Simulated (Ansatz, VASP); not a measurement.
## Se in VASP and in Ansatz

File POSCAR:

```
Se
1.0
   -1.7034486149      1.7034486149      1.7034486149
    1.7034486149     -1.7034486149      1.7034486149
    1.7034486149      1.7034486149     -1.7034486149
Se
1
Direct
    0.0000000000      0.0000000000      0.0000000000
```

INCAR.step1

```
SYSTEM = Se
ALGO     = Normal         ! electronic algorithm
EDIFF    = 1E-4           ! SCF threshold, eV
ENCUT    = 520            ! plane-wave cutoff, eV
GGA      = PE             ! functional
ISMEAR   = 0              ! smearing method
LASPH    = .TRUE.         ! aspherical terms in the spheres
LCHARG   = .FALSE.        ! write CHGCAR
LREAL    = .FALSE.        ! projectors in reciprocal space
LWAVE    = .TRUE.         ! write WAVECAR
NBANDS   = 9              ! bands
NELM     = 100            ! most SCF steps
PREC     = Accurate       ! precision mode
SIGMA    = 0.1            ! smearing width, eV
```

The input INCAR.step2:

```
SYSTEM = Se
ALGO     = Normal         ! electronic algorithm
EDIFF    = 1E-6           ! SCF threshold, eV
ENCUT    = 520            ! plane-wave cutoff, eV
ISIF     = 2              ! what is computed and relaxed
ISMEAR   = 0              ! smearing method
ISTART   = 1            
LASPH    = .TRUE.         ! aspherical terms in the spheres
LCHARG   = .TRUE.         ! write CHGCAR
LELF     = .TRUE.         ! ELF
LMIXTAU  = .TRUE.       
LREAL    = .FALSE.        ! projectors in reciprocal space
LVHAR    = .TRUE.       
LWAVE    = .FALSE.        ! write WAVECAR
METAGGA  = R2SCAN         ! meta-GGA
NBANDS   = 9              ! bands
NELM     = 100            ! most SCF steps
PREC     = Accurate       ! precision mode
SIGMA    = 0.1            ! smearing width, eV
```

Contents of KPOINTS:

```
k-points
0
G
  10 10 10
  0 0 0
```

Input for Ansatz:

```yaml
crystal:
  lattice:
    - [-1.7034486149, 1.7034486149, 1.7034486149]
    - [1.7034486149, -1.7034486149, 1.7034486149]
    - [1.7034486149, 1.7034486149, -1.7034486149]
  atoms:
    - { symbol: Se, position: [0.0, 0.0, 0.0] }
basis:
  ecutwfc: 500
kpoints:
  mp_grid: { grid: [10, 10, 10] }
hamiltonian:
  xc: r2scan
scf:
  occupations: { method: gaussian, width: 0.1 }
  max_iter: 97
output:
  forces: true
  stress: true
  eigenvalues: true
```

Alike in both runs: task single point; functional r2SCAN; k mesh 10 × 10 × 10; occupations gaussian, width 0.1 eV; no spin polarisation.

|  | VASP | Ansatz |
| --- | --- | --- |
| version | VASP 6.6.1 | Ansatz 0.2.0 |
| potentials or method | VASP PAW PBE potentials, release 64 (Se) | scalar-relativistic, plane waves, PAW |
| plane-wave cutoff (eV) | 520 | 500 |
| valence electrons in the cell | 6 | 16 |

```csv
,VASP,Ansatz,Ansatz less VASP
gap on the k mesh at the Fermi level (eV),none,none,-
pressure (GPa),1.6,1.7,+0.08
```

A gap of «none» marks a metal or a gap that the smearing closes. With one functional, cell and mesh, what is left measures potentials, basis and numerics. The two sets of potentials don't hold the same shells in valence.

Caveats: the PAW data sets were made with another functional, which shifts forces and pressure a little (VASP).
